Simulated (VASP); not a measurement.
Input of a VASP 6.6.1 run:

File INCAR:

```
SYSTEM = CaO
PREC = Accurate
ENCUT = 520
EDIFF = 1E-7
ISMEAR = 0
SIGMA = 0.1
LREAL = .FALSE.
LASPH = .TRUE.
NELM = 60
ALGO = Normal
ISIF = 3
LWAVE = .FALSE.
LCHARG = .FALSE.
GGA = PE
IBRION = 2
NSW = 80
EDIFFG = -0.002
PSTRESS = 0.001
```

KPOINTS

```
regular mesh
0
G
  4 4 4
  0 0 0
```

Contents of POSCAR:

```
CaO                                     
1.0
   -0.0000000000      2.3461428396      2.3461428396
    2.3461428396     -0.0000000000      2.3461428396
    2.3461428396      2.3461428396      0.0000000000
  Ca              O             
     1     1
Direct
     0.0000000000000000    0.0000000000000000    0.0000000000000000
     0.5000000000000000    0.5000000000000000    0.5000000000000000
```

Potentials or basis: VASP PAW PBE potentials, release 64 (Ca_sv, O).

Command:

```bash
$ cat potpaw_PBE.64/Ca_sv/POTCAR potpaw_PBE.64/O/POTCAR > POTCAR
$ mpirun -np 1 vasp_std > vasp.out
```

Problem. What does it give for the relaxed cell?

Solution. a = 3.421 Å, b = 3.421 Å, c = 3.421 Å, α = 60.00°, β = 60.00°, γ = 60.00°.

Problem. Estimate the band gap on the k mesh.

Solution. 3.63 eV, indirect (least direct gap 4.01 eV).

Problem. What does it give for the relaxed volume?

Solution. 14.15 Å³/atom.

Problem. What does it give for the space group after relaxing (to 0.05 Å)?

Solution. Fm-3m (No. 225).

Final structure:
```
Ca O
1.0
     0.00000    2.41868    2.41868
     2.41868    0.00000    2.41868
     2.41868    2.41868    0.00000
Ca O
1 1
Direct
  0.00000 0.00000 0.00000
  0.50000 0.50000 0.50000
```

Caveat: the k mesh is coarse (spacing up to 0.58 Å⁻¹), so the values aren't converged; the cell is relaxed towards a set pressure, so the enthalpy falls and the energy may rise. A k mesh can miss the band edges.
